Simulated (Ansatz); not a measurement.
Before relaxation, O put at a top Ti site (Ti, P6_3/mmc (No. 194), (0 0 1) face):

```
Ti O
1.0
     2.93580    0.00000    0.00000
    -1.46790    2.54247    0.00000
     0.00000    0.00000   25.95429
Ti O
4 1
Direct
  0.66667 0.33333 0.32750
  0.33333 0.66667 0.41681
  0.66667 0.33333 0.50981
  0.33333 0.66667 0.59283
  0.33333 0.66667 0.67990
```

All numbers below come from DFT r2SCAN, scalar-relativistic, plane waves, PAW (Ansatz 0.2.0). Plane waves to 500 eV, a k mesh through Γ of 12×12×1 on the computed 5-atom cell and Gaussian smearing (0.10 eV); no spin polarisation. The cell repeats along c with a dipole correction in the vacuum.

Atoms 1, 2 (counted from 1) are held. The cell is fixed. Force threshold 0.03 eV/Å.

Q: Where does it end?

A: The energy falls by 3.377 eV in 7 steps, to:

```yaml
crystal:
  lattice:
    - [2.93580, 0.00000, 0.00000]
    - [-1.46790, 2.54247, 0.00000]
    - [0.00000, 0.00000, 25.95429]
  atoms:
    - { symbol: Ti, position: [0.66667, 0.33333, 0.32750] }
    - { symbol: Ti, position: [0.33333, 0.66667, 0.41681] }
    - { symbol: Ti, position: [0.66667, 0.33333, 0.50630] }
    - { symbol: Ti, position: [0.33333, 0.66667, 0.59763] }
    - { symbol: O, position: [0.33333, 0.66667, 0.65871] }
```

The end is the local minimum or symmetric point that this start leads to. The slab is only 7.0 Å thick, so the energy isn't converged with thickness.

Spin polarisation was left out, and a magnetic state may lie lower.

Cost: 1 run of about 4.5 core-minutes, on AMD EPYC 7R43 (Zen 3) (shared hosts).